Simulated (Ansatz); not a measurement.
The system is TiO2.

```xyz
6
Lattice="2.7060 -2.7067 0.0000 2.7060 2.7067 0.0000 -2.6335 0.0000 4.7966" Properties=species:S:1:pos:R:3 pbc="T T T"
Ti    0.7309   -1.9807    3.5975
Ti    2.0477    1.9807    1.1992
O     0.6963    0.6563    0.8018
O     2.0823   -0.6563    3.9949
O     3.3990    0.6563    1.5966
O    -0.6205   -0.6563    3.2001
```

The cell is a database's computed one.

Base run:

| Property | Result |
| --- | --- |
| Program | Ansatz 0.2.0 |
| Functional | RPBE |
| Potentials or basis | Ansatz PAW |
| Cutoff | 420 eV (not typed: the program's choice for these potentials) |
| k mesh | 8 × 8 × 6 |
| Occupations | fermi-dirac, width 0.05 eV |
| Spin | no spin polarisation |

Its results: band gap on the k mesh 2.12 eV, indirect (least direct gap 2.45 eV); pressure 2.8 GPa; largest force 0.065 eV/Å.

Problem. The run is repeated on the same cell with these changes: functional from RPBE to revPBE. What comes out?

Solution. Band gap on the k mesh 2.11 eV, indirect (least direct gap 2.44 eV); pressure 1.6 GPa; largest force 0.082 eV/Å.

Caveats: the PAW data sets come from PBE, with cores solved anew for the run's functional, which leaves a small shift of forces and pressure.

A k mesh can miss the band edges.
